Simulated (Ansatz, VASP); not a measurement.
# Si: programs and potentials compared

The starting cell:

```xyz
2
Lattice="0.0000 2.7219 2.7219 2.7219 0.0000 2.7219 2.7219 2.7219 0.0000" Properties=species:S:1:pos:R:3 pbc="T T T"
Si    2.7219    2.7219    2.7219
Si    4.0828    4.0828    4.0828
```

Alike in all runs: task relaxation of cell and atoms; functional RPBE; dispersion D3(BJ); k mesh 8 × 8 × 8; occupations fermi-dirac, width 0.05 eV; no spin polarisation; no spin-orbit coupling.

```tsv
program and potentials	plane-wave cutoff (eV)	notes	equilibrium volume (Å³/atom)
Ansatz, Ansatz PAW	420	potentials made for PBE, which Ansatz adapts in part	18.58
VASP, PBE PAW files Si, 600 eV	600	potentials made for PBE	18.53
Ansatz, all-electron LAPW, scalar-relativistic	-	-	18.57
```

The equilibrium volume spans 18.53 (VASP, PBE PAW files Si, 600 eV) to 18.58 Å³/atom (Ansatz, Ansatz PAW), with all-electron results at 18.57. Some sets were made for another functional than the one run, which can shift their rows. Relaxations stop with a little pressure left, so the last digit of a volume isn't settled.

Differences between rows come from potentials, basis sets and numerical settings, since the functional is the same but for its coding. Runs on potential files found faulty are left out.

The three approaches give practically the same volume for silicon, and the two PAW sets lie so close to the all-electron value that the data don't rank them. This is expected for an element whose bonding rests on 3s and 3p electrons, well separated from a compact, chemically inert core. Freezing that core, even in a state generated for a related gradient-corrected functional, should barely disturb the sp³ bonds.

The shared value is nevertheless clearly too small for diamond-structure silicon. RPBE by itself normally makes this lattice too large, so the contraction probably comes from the dispersion term. Its pairwise attraction, built from atomic coefficients, remains substantial at the short distances of a covalent network and takes little account of the solid's dielectric screening. Because the all-electron calculation shows the same contraction, the PAW potentials are an unlikely cause. The agreement therefore supports the numerical consistency of the potentials, not the accuracy of this functional and dispersion combination for bulk silicon.
